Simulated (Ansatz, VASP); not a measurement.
**Pd: VASP beside Ansatz**

File INCAR:

```
ALGO = Normal
EDIFF = 1E-6
ENCUT = 520
GGA = CA
ISIF = 2
ISMEAR = -1
LASPH = T
LCHARG = F
LREAL = F
LWAVE = F
NBANDS = 11
NELM = 100
PREC = Accurate
SIGMA = 0.05
```

Contents of KPOINTS:

```
k-points
0
Gamma
  12 12 12
```

The input POSCAR:

```
Pd
1.0
    0.0000000000      1.9067643606      1.9067643606
    1.9067643606      0.0000000000      1.9067643606
    1.9067643606      1.9067643606      0.0000000000
Pd
1
Direct
    0.0000000000      0.0000000000      0.0000000000
```

File input.yaml:

```yaml
crystal:
  lattice:
    - [0.0, 1.9067643606, 1.9067643606]
    - [1.9067643606, 0.0, 1.9067643606]
    - [1.9067643606, 1.9067643606, 0.0]
  atoms:
    - { symbol: Pd, position: [0.0, 0.0, 0.0] }
kpoints:
  mp_grid: { grid: [12, 12, 12] }
scf:
  occupations: { method: fermi_dirac, width: 0.05 }
hamiltonian:
  xc: lda
  pseudopotentials: { kind: all_electron, lapw: { basis_error: 0.001 } }
output:
  forces: true
  stress: true
  eigenvalues: true
```

Change from the starting cell: volume scaled by 0.94.

Alike in both runs: task single point; functional LDA; k mesh 12 × 12 × 12; occupations fermi-dirac, width 0.05 eV; no spin polarisation.

|  | VASP | Ansatz |
| --- | --- | --- |
| version | VASP 6.6.1 | Ansatz 0.2.0 |
| potentials or method | VASP PAW LDA potentials, release 64 (Pd) | all-electron LAPW, scalar-relativistic |
| plane-wave cutoff (eV) | 520 | see its input |

VASP gave:

- gap on the k mesh at the Fermi level (eV): none
- pressure (GPa): 4.9

Q: Which values does Ansatz return?

A: gap on the k mesh at the Fermi level (eV): none; pressure (GPa): 4.6.

A gap of «none» marks a metal or a gap that the smearing closes. Ansatz ran all-electron here, so the differences hold the error of VASP's frozen core and of both bases.
